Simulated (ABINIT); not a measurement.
The system is AlPt.

```
Pt Al
1.0
     3.09155    0.00000    0.00000
     0.00000    3.09155    0.00000
     0.00000    0.00000    3.09155
Pt Al
1 1
Direct
  0.50000 0.50000 0.50000
  0.00000 0.00000 0.00000
```

Measurements of this composition are mostly on another form, of space group No. 198.

| Item | Value |
| --- | --- |
| Program | ABINIT 10.8.3 (patched build) |
| Task | single point |
| Functional | PBEsol |
| Potentials or basis | PseudoDojo NC SR PBEsol v0.4.1 standard |
| Cutoff | 1143 eV |
| k mesh | 9 × 9 × 9 |
| Occupations | fermi-dirac, width 0.05 eV |
| Spin | no spin polarisation |

On this cell: pressure -6.0 GPa; largest force zero by symmetry; band gap on the k mesh none (metal or under the smearing width).

The same run follows on a disturbed copy (atoms moved at random, drawn with an rms of 0.05 Å):

```
Pt Al
1.0
     3.09155    0.00000    0.00000
     0.00000    3.09155    0.00000
     0.00000    0.00000    3.09155
Pt Al
1 1
Direct
  0.50628 0.51970 0.49067
  0.99902 0.99472 0.00385
```

Problem. What does the disturbed cell give?

Solution. The energy (extrapolated to zero smearing) moves by +7.5 meV/atom; pressure -5.5 GPa; largest force 0.339 eV/Å; band gap on the k mesh none (metal or under the smearing width).

Forces in eV/Å, atoms in the order of the input:
```
Pt  -0.086 -0.288  0.155
Al   0.086  0.288 -0.155
```

Stress tensor (GPa, compression positive):
```
-5.37  0.22 -0.12
 0.22 -5.59 -0.40
-0.12 -0.40 -5.42
```
